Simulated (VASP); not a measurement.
Write the native input for VASP 6.6.1 that does the following.

| Property | Result |
| --- | --- |
| Task | single point |
| Functional | PBE |
| Potentials or basis | VASP PAW PBE potentials, release 64 (Be, Te) |
| Cutoff | 520 eV |
| k mesh | 8 × 8 × 8 |
| Occupations | gaussian, width 0.05 eV |
| Spin | no spin polarisation |
| Dipole correction | no |
| Further INCAR settings | ALGO = Normal; EDIFF = 1e-06; NBANDS = 11 |

The structure of BeTe lies in POSCAR:

```
BeTe
1.0
    0.0000000000      2.6869000000      2.6869000000
    2.6869000000      0.0000000000      2.6869000000
    2.6869000000      2.6869000000      0.0000000000
Be Te
1 1
Direct
    0.0000000000      0.0000000000      0.0000000000
    0.7500000000      0.7500000000      0.7500000000
```

The cell isn't the ideal one: strain -0.030 along x and y, -0.030 along z, atoms carried along.

The input as run:

INCAR

```
SYSTEM = BeTe
PREC = Accurate
ENCUT = 520
EDIFF = 1E-6
ISMEAR = 0
SIGMA = 0.05
LREAL = .FALSE.
LASPH = .TRUE.
NELM = 100
ALGO = Normal
ISIF = 2
LWAVE = .FALSE.
LCHARG = .TRUE.
GGA = PE
LELF = .TRUE.
LVHAR = .TRUE.
NBANDS = 11
```

KPOINTS

```
Automatic mesh
0
G
  8 8 8
  0 0 0
```

Potentials or basis: VASP PAW PBE potentials, release 64 (Be, Te).

Run with:

```sh
$ cat potpaw_PBE.64/Be/POTCAR potpaw_PBE.64/Te/POTCAR > POTCAR
$ mpirun -np 1 vasp_std > vasp.out
```

Results of the run:

- Pressure: 12.4 GPa
- Band gap on the k mesh: 1.59 eV, indirect (least direct gap 3.46 eV)

Caveat: spin-orbit coupling is left out, which moves the levels of the heavy elements.

Run time: 9 s on 1 thread of Intel(R) Xeon(R) Platinum 8488C (Sapphire Rapids), on a shared host, peak memory 0.16 GiB.
